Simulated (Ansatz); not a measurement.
Theory: DFT PBE, scalar-relativistic, plane waves, PAW in Ansatz. All cells share a 420 eV cutoff and Γ-centred k meshes spaced at most about 0.3 Å⁻¹ (about 0.25 or finer for metals, 2π included). No spin polarisation.

All energies are static (0 K, no zero-point motion).

Compare these two cells of In2Ga3P5, each relaxed at this level.

A.

Space group R-3m:H (No. 166). a = 3.780 Å, b = 3.780 Å, c = 45.547 Å, α = 90.00°, β = 90.00°, γ = 120.00°
| atom | site | symmetry | x | y | z |
| --- | --- | --- | --- | --- | --- |
| In | 6c | 3m | 0.3333 | 0.6667 | 0.8692 |
| Ga | 3a | -3m | 0.0000 | 0.0000 | 0.0000 |
| Ga | 6c | 3m | 0.6667 | 0.3333 | 0.9365 |
| P | 6c | 3m | 0.3333 | 0.6667 | 0.9687 |
| P | 6c | 3m | 0.0000 | 0.0000 | 0.9065 |
| P | 3b | -3m | 0.6667 | 0.3333 | 0.8333 |

B.

Space group I-4m2 (No. 119). a = 4.009 Å, b = 4.009 Å, c = 28.612 Å, α = 90.00°, β = 90.00°, γ = 90.00°
```
atom  site  symmetry       x       y       z
  In    4e      2mm.  0.0000  0.0000  0.3985
  Ga    4e      2mm.  0.5000  0.5000  0.2970
  Ga    2a      -4m2  0.0000  0.0000  0.0000
   P    4f      2mm.  0.5000  0.0000  0.3434
   P    4f      2mm.  0.0000  0.5000  0.4535
   P    2c      -4m2  0.0000  0.5000  0.2500
```

**Question.** Which form is favoured at zero pressure, and by what margin per atom?

**Answer.** B is lower, by 0.34 eV/atom. A has In and Ga ordered on rock salt sites, space group R-3m (No. 166), 18.8 Å³/atom and no gap on its mesh; B has In and Ga ordered on zinc blende sites, space group I-4m2 (No. 119), 23.0 Å³/atom and a gap of 0.89 eV. Counting P atoms around Ga and In (those within 1.25 times the shortest such distance or 1.15 times the sum of covalent radii, 1.27 where that leaves under three), A has In 6, Ga 6 and B has In 4, Ga 4. The lower one is the more open, so pressure narrows the difference. In A, In has 6 P at 2.73–2.77 Å; Ga on a site of symmetry -3m has 6 P at 2.61 Å; P on a site of symmetry 3m is surrounded by 6 Ga at 2.61–2.63 Å; 3 more sites not described. In B, In is surrounded by 4 P at 2.55 Å; Ga on a site of symmetry 2mm has 4 P at 2.41 Å; P on a site of symmetry 2mm has 2 Ga at 2.41 Å and 2 In at 2.55 Å; 3 more sites not described. Both come from invented guesses. Shaken at random and relaxed again, B came back.

Kohn–Sham gaps at this level usually fall short of measured ones. Cells without such a test can be saddle points.
